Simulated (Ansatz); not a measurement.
# Be2C under changes of volume

One of the cells (6.765 Å³/atom); the others are scaled copies at fixed shape and fractional positions:

```
C Be
1.0
     0.00000    2.16500    2.16500
     2.16500    0.00000    2.16500
     2.16500    2.16500    0.00000
C Be
1 2
Cartesian
  0.0000 0.0000 0.0000
  3.2475 3.2475 3.2475
  1.0825 1.0825 1.0825
```

| Property | Result |
| --- | --- |
| Program | Ansatz 0.2.0 |
| Functional | PBE |
| Potentials or basis | Ansatz PAW |
| Cutoff | 420 eV (not typed: the program's choice for these potentials) |
| k mesh | 11 × 11 × 11 |
| Occupations | fermi-dirac, width 0.05 eV |
| Spin | no spin polarisation |

```csv
volume (Å³/atom),energy over the lowest point (meV/atom),pressure (GPa),gap on the mesh (eV)
6.359,16.21,13.6,1.29
6.495,?,?,?
6.630,1.57,4.0,1.28
6.765,0.00,-0.2,1.27
6.901,1.82,-4.1,1.26
7.036,6.76,-7.6,1.25
7.171,14.53,-10.8,1.24
```

**Question.** What does the run at 6.495 Å³/atom give?

**Answer.** Energy over the lowest point 6.83 meV/atom; pressure 8.6 GPa; gap on the mesh 1.28 eV.

Worked out: A Birch-Murnaghan fit of order 3 (a polynomial in V^(-2/3)) to the other rows has its minimum at 6.76 Å³/atom with B0 = V·E''(V) = 202 GPa and B' = 3.3. It gives 6.84 meV/atom at 6.495 Å³/atom, against the run's 6.83, and -dE/dV = 8.6 GPa, against 8.6. A straight line through the other rows of the gap, of slope -0.427 eV per unit of ln V, gives 1.28 eV, against the run's 1.28.

Energies are extrapolated to zero smearing.

Caveats: odd divisions of the mesh miss points on the zone boundary, where band edges often lie, so the gap on the mesh can be too wide.

A mesh can miss the band edges.
